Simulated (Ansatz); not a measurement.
# Compressing CsI: a fit and a missing row

CsI, Pm-3m, a = 4.666 Å. Ansatz: PBE, PAW, 420 eV, Γ-centred 6×6×6 mesh on 2 atoms, Gaussian smearing 0.02 eV; no spin polarisation. Symmetry fixes shape and atoms, so the cell is only scaled; pressure is positive in compression.

| V (Å³/atom) | P (GPa) |
| --- | --- |
| 44.698 | 1.75 |
| 46.222 | 1.19 |
| 47.746 | ? |
| 49.270 | 0.33 |
| 50.794 | 0.00 |
| 52.317 | -0.27 |
| 53.841 | -0.49 |
| 55.873 | -0.74 |

**Question.** Take V0 = 50.794 Å³/atom, fit the third-order Birch–Murnaghan form to the other rows, and predict the missing pressure.

**Answer.** With the Eulerian strain f = ½[(V0/V)^(2/3) − 1] and y = P/[3f(1 + 2f)^(5/2)], the form is the line y = B0 + 1.5 B0 (B0′ − 4) f. Rows (f, y): 0.04449, 10.60; 0.03245, 10.45; 0.01026, 10.19; -0.00975, 9.70; -0.01905, 9.45; -0.03078, 9.39. Means f = 0.004603, y = 9.9633; Σ(Δf)² = 0.004416, ΣΔfΔy = 0.07644; the slope is their ratio. y = 9.884 + 17.31 f GPa, so B0 = 9.9 GPa and B0′ = 4 + 2 × (17.31)/(3 × 9.884) = 5.17. At V = 47.746, f = 0.02106, y = 10.249 and P = 0.72 GPa. The run gave 0.72 GPa, the same to the digits shown.